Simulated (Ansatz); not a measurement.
# Be in Ansatz: the effect of target pressure

The system is Be.

```
Be
1.0
     2.28530    0.00000    0.00000
    -1.14265    1.97913    0.00000
     0.00000    0.00000    3.58420
Be
2
Direct
  0.66667 0.33333 0.75000
  0.33333 0.66667 0.25000
```

Alike in all runs:

```yaml
Program: Ansatz 0.2.0
Task: relaxation of cell and atoms
Functional: PBEsol
Potentials_or_basis: Ansatz PAW
Cutoff: "420 eV (not typed: the program's choice for these potentials)"
k_mesh: 13 × 13 × 8
Occupations: fermi-dirac, width 0.05 eV
Spin: no spin polarisation
```

Each run relaxes the cell or the atoms first.

| target pressure | relaxed volume (Å³/atom) |
| --- | --- |
| 0 GPa | 7.85 |
| 2 GPa | 7.72 |
| 5 GPa | ? |
| 10 GPa | 7.30 |
| 20 GPa | 6.89 |
| 30 GPa | 6.55 |

What does the run with target pressure 5 GPa give?

Relaxed volume 7.55 Å³/atom.

Worked out: In Murnaghan's law V^(-B') rises as a straight line in P. The other rows fit best with B' = 3.1, V0 = 7.85 Å³/atom and B0 = 124 GPa, which gives 7.55 Å³/atom at 5 GPa, against the run's 7.55.

Caveats: the plane-wave basis is chosen anew once the cell has moved, so the energies of steps on either side of that aren't comparable; the PAW data sets come from PBE, with cores solved anew for the run's functional, which leaves a small shift of forces and pressure; the volume moved by over 15 % at a fixed basis, so the end points are rough (some runs).

Runs at the PBE level aren't shown here.
